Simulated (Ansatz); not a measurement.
# SnTe: a sweep of the smearing

One table from this session's results is given with a row withheld; the runs are named, their logs left out.

Program: Ansatz 0.2.0. Level of theory: DFT, PBE, all-electron LAPW, scalar-relativistic. These are calculated values, not measurements.

### The starting structure

Symmetry: Fm-3m, No. 225, cubic system. Conventional cell: a = 6.313 Å, b = 6.313 Å, c = 6.313 Å, α = 90.00°, β = 90.00°, γ = 90.00°. Sn (site symmetry m-3m) is surrounded by 6 Te at 3.16 Å. Around Te (site symmetry m-3m) lie 6 Sn at 3.16 Å.

As a file:

```cif
data_structure
_symmetry_space_group_name_H-M 'Fm-3m'
_symmetry_Int_Tables_number 225
_cell_length_a 6.3130
_cell_length_b 6.3130
_cell_length_c 6.3130
_cell_angle_alpha 90.000
_cell_angle_beta 90.000
_cell_angle_gamma 90.000
_cell_volume 251.60
loop_
_atom_site_label
_atom_site_type_symbol
_atom_site_symmetry_multiplicity
_atom_site_Wyckoff_symbol
_atom_site_fract_x
_atom_site_fract_y
_atom_site_fract_z
_atom_site_occupancy
Sn1 Sn 4 a 0.00000 0.00000 0.00000 1
Te1 Te 4 b 0.50000 0.00000 0.00000 1
```

The file gives the conventional cell by its symmetry; the runs use the cell typed in the input.

The geometry is a database entry used as it stands. It may stem from high pressure or temperature, or be incomplete, so it serves as a test cell.

Atoms are numbered in the order of the input: Sn1, Te2.

The first run:

input.yaml

```yaml
crystal:
  lattice:
    - [0.0, 3.1565, 3.1565]
    - [3.1565, 0.0, 3.1565]
    - [3.1565, 3.1565, 0.0]
  atoms:
    - { symbol: Sn, position: [0.0, 0.0, 0.0] }
    - { symbol: Te, position: [0.5, 0.5, 0.5] }
kpoints:
  mp_grid: { grid: [11, 11, 11] }
scf:
  occupations: { method: gaussian, width: 0.2 }
hamiltonian:
  xc: pbe
  pseudopotentials: { kind: all_electron, lapw: { basis_error: 0.00025 } }
output:
  forces: true
  stress: true
  eigenvalues: true
```

The run is started by

```sh
$ ansatz run input.yaml --threads 1 --pin off --max-ram 2048MiB --backend cpu --events-out ev --progress --plain --runs-dir out
```

Among the steps run: With Gaussian smearing of 0.2 eV; With cold smearing of 0.15 eV; With Methfessel–Paxton smearing of 0.2 eV; With Fermi–Dirac smearing of 0.28 eV; With tetrahedron filling.

One table of the session follows, with a row left open; its other results are not shown here.

| smearing | energy from the first row (meV/atom) |
| --- | --- |
| Gaussian smearing of 0.2 eV | 0.00 |
| cold smearing of 0.15 eV | -0.14 |
| Methfessel–Paxton smearing of 0.2 eV | ? |
| Fermi–Dirac smearing of 0.28 eV | 13.83 |
| tetrahedron filling | -0.14 |

Q: Estimate the row for Methfessel–Paxton smearing of 0.2 eV from the others.

As computed: energy from the first row (meV/atom): -0.06. In the column «energy from the first row (meV/atom)» it lies between tetrahedron filling (-0.14) and Gaussian smearing of 0.2 eV (0.00).

Energies are those extrapolated to zero smearing.

Caveats from the session: Warnings in the runs' records: tetrahedron derivatives may miss energy slope, band table not solved further.
